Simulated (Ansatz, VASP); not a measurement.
# Two plane-wave programs on Al

```xyz
1
Lattice="0.0000 2.0248 2.0248 2.0248 0.0000 2.0248 2.0248 2.0248 0.0000" Properties=species:S:1:pos:R:3 pbc="T T T"
Al    0.0000    0.0000    0.0000
```

Alike in both runs: task band structure; functional BLYP; k mesh 11 × 11 × 11; occupations fermi-dirac, width 0.05 eV; no spin polarisation.

```csv
,VASP,Ansatz
version,VASP 6.6.1,Ansatz 0.2.0
potentials or method,"VASP PAW PBE potentials, release 64 (Al)",Ansatz PAW
plane-wave cutoff (eV),520,420
valence electrons in the cell,3,3
```

|  | VASP | Ansatz | Ansatz less VASP |
| --- | --- | --- | --- |
| gap on the k mesh at the Fermi level (eV) | none | none | - |
| pressure (GPa) | 3.1 | 3.0 | -0.12 |

A gap of «none» marks a metal or a gap that the smearing closes. With one functional, cell and mesh, what is left measures potentials, basis and numerics.

Caveats: the PAW data sets were made with another functional, which shifts forces and pressure a little (VASP); the PAW data sets come from PBE, with cores solved anew for the run's functional, which leaves a small shift of forces and pressure (Ansatz).
